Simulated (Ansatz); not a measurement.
# SiO2: ¹⁷O NMR of the central transition

Cell: an entry of the Crystallography Open Database (COD).

Space group P4_12_12 (No. 92); a = 4.9780, c = 6.9480 Å.

| site | Wyckoff | site symmetry | x | y | z |
| --- | --- | --- | --- | --- | --- |
| Si | 4a | ..2 | 0.3000 | 0.3000 | 0.0000 |
| O | 8b | 1 | 0.2398 | 0.1032 | 0.1784 |

One atom of each set is listed.

The numbers come from a DFT calculation in Ansatz (PBE, plane waves and PAW, scalar-relativistic, 420 eV cutoff, Γ-centred 5×5×4 k-points, Fermi–Dirac smearing 0.02 eV).

¹⁷O has I = 5/2 and Q = -25.58 mb (Pyykkö 2018); at 35.2 T its Larmor frequency is ν₀ = 203.3 MHz. Only the quadrupole interaction is simulated: positions count from each site's isotropic chemical shift, and J coupling is left out, as are shift anisotropy and dipolar coupling, which fast spinning averages.

Task: Give C_Q, η, the quadrupolar product P_Q = |C_Q|(1 + η²/3)^½, the second-order isotropic shift and the breadth of the pattern (fast magic-angle spinning) for each O site.

Result: 

| site | first shell | C_Q (MHz) | η | P_Q (MHz) | δ_QIS (ppm) | breadth (kHz) |
| --- | --- | --- | --- | --- | --- | --- |
| O | 2 Si at 1.60–1.61 Å, angle 147° | -5.66 | 0.14 | 5.68 | -4.68 | 2.12 |

δ_QIS = −(ν_Q²/30ν₀²)[I(I+1) − 3/4](1 + η²/3) × 10⁶ ppm with ν_Q = 3|C_Q|/[2I(2I−1)]; it falls as 1/B₀² in ppm, and the breadth as 1/B₀ in kHz.

At O V_zz runs parallel to the line that joins its two neighbours (within 1°).

The calculated pressure of 7 GPa (PBE) comes largely from the unrelaxed atoms: it is 1.2 GPa once they are relaxed in the same cell. The largest force is 0.4 eV/Å, so the atoms aren't at the calculated equilibrium and relaxing them would move these values.

Hardware: 1 thread of Intel Xeon Platinum 8488C (Sapphire Rapids) (x86_64; 64 cores open to the job, memory cap 2.5 GiB, no GPU), a shared host with a load of 0.5 a core. Wall time 12 s, CPU time 11 s, peak memory 0.54 GiB.
